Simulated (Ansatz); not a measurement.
Sn:

```
Sn
1.0
    -2.94014    2.94014    1.59930
     2.94014   -2.94014    1.59930
     2.94014    2.94014   -1.59930
Sn
2
Direct
  0.00000 0.00000 0.00000
  0.75000 0.25000 0.50000
```

| Quantity | Value |
| --- | --- |
| Program | Ansatz 0.2.0 |
| Task | relaxation of cell and atoms |
| Functional | RPBE |
| Dispersion | D4 |
| Potentials or basis | all-electron LAPW, scalar-relativistic |
| Basis error allowed | 0.001 eV/atom |
| k mesh | 9 × 9 × 9 |
| Occupations | fermi-dirac, width 0.05 eV |
| Spin | no spin polarisation |

At the start: volume 27.65 Å³/atom.

Question: Where does the relaxation end?

Answer: Over 5 steps the energy falls by 3.3 meV/atom and the volume is 26.91 Å³/atom (-2.7 %); space group I4_1/amd (No. 141, to 0.05 Å).

The path:
| step | energy change (eV) | largest force (eV/Å) | volume (Å³) |
| --- | --- | --- | --- |
| 1 | 0.0000 | 0.0000 | 55.30 |
| 2 | -0.0057 | 0.0000 | 53.29 |
| 3 | -0.0067 | 0.0000 | 53.85 |
| 4 | -0.0067 | 0.0000 | 53.83 |
| 5 | -0.0067 | 0.0000 | 53.83 |

Final structure:
```
CELL_PARAMETERS angstrom
-2.91803 2.91803 1.58044
2.91803 -2.91803 1.58044
2.91803 2.91803 -1.58044
ATOMIC_POSITIONS crystal
Sn 0.00000 0.00000 0.00000
Sn 0.75000 0.25000 0.50000
```
